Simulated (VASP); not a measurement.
The system is BeSe.

```
CELL_PARAMETERS angstrom
0.00000 2.52123 2.52123
2.52123 0.00000 2.52123
2.52123 2.52123 0.00000
ATOMIC_POSITIONS crystal
Be 0.00000 0.00000 0.00000
Se 0.25000 0.25000 0.25000
```

The cell was built by a generator and needn't be a form met in nature.

| Item | Value |
| --- | --- |
| Program | VASP 6.6.1 |
| Task | relaxation of cell and atoms |
| Functional | PBE |
| Potentials or basis | VASP PAW PBE potentials, release 64 (Be, Se) |
| Cutoff | 600 eV |
| k mesh | 6 × 6 × 6 |
| Occupations | fermi-dirac, width 0.1 eV |
| Spin | no spin polarisation |

At the start: pressure 7.3 GPa; volume 16.03 Å³/atom.

**Question.** Where does the relaxation end?

**Answer.** Over 3 steps the energy falls by 29.1 meV/atom and the volume is 17.40 Å³/atom (+8.6 %); space group F-43m (No. 216, to 0.05 Å).

Step by step:
| step | energy change (eV) | largest force (eV/Å) | pressure (GPa) | volume (Å³) |
| --- | --- | --- | --- | --- |
| 1 | 0.0000 | 0.0000 | 7.26 | 32.05 |
| 2 | -0.0547 | 0.0000 | -1.51 | 35.54 |
| 3 | -0.0582 | 0.0000 | 0.04 | 34.79 |

Final structure:
```xyz
2
Lattice="0.0000 2.5911 2.5911 2.5911 0.0000 2.5911 2.5911 2.5911 0.0000" Properties=species:S:1:pos:R:3 pbc="T T T"
Be    0.0000    0.0000    0.0000
Se    1.2956    1.2956    1.2956
```
